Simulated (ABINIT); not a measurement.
**Te: single point with PBEsol**

The system is Te.

```
CELL_PARAMETERS angstrom
4.45400 0.00000 0.00000
-2.22700 3.85728 0.00000
0.00000 0.00000 5.92400
ATOMIC_POSITIONS crystal
Te 0.73100 0.73100 0.00000
Te 0.00000 0.26900 0.66667
Te 0.26900 0.00000 0.33333
```

```
Program             : ABINIT 10.8.3 (patched build)
Task                : single point
Functional          : PBEsol
Potentials or basis : PseudoDojo NC SR PBEsol v0.4.1 standard
Cutoff              : 925 eV
k mesh              : 5 × 5 × 4
Occupations         : fermi-dirac, width 0.05 eV
Spin                : no spin polarisation
```

The pressure is -1.4 GPa, the largest force is 0.133 eV/Å and the band gap on the k mesh is 0.51 eV, indirect (least direct gap 0.73 eV). The valence electrons inside the program's atomic spheres are Te 11.90 (radii [1.0584] Å).

Forces in eV/Å, atoms in the order of the input:
```
Te  -0.066 -0.115  0.000
Te  -0.066  0.115  0.000
Te   0.133  0.000  0.000
```

Stress tensor (GPa, compression positive):
```
-1.48  0.00  0.00
 0.00 -1.48  0.00
 0.00  0.00 -1.11
```

Levels at points of the mesh, in eV from the valence-band top:
```
           k point  band 21  band 22  band 23  band 24  band 25  band 26  band 27  band 28
(0.00, 0.00, 0.00)    -2.68    -1.61    -1.61    -0.76     1.08     1.08     1.67     5.02
(0.00, 0.00, 0.50)    -2.58    -1.23    -0.95    -0.95     0.51     0.51     0.53     4.05
```

Run time: 34 s on 4 MPI ranks on Arm Neoverse V2 (shared host), peak memory 0.44 GiB a rank.

Caveat: the cutoff is short for stress, so the pressure is rough; spin-orbit coupling is left out, which moves the levels of the heavy elements; an odd mesh through Γ misses points on the zone boundary, where band edges often lie.
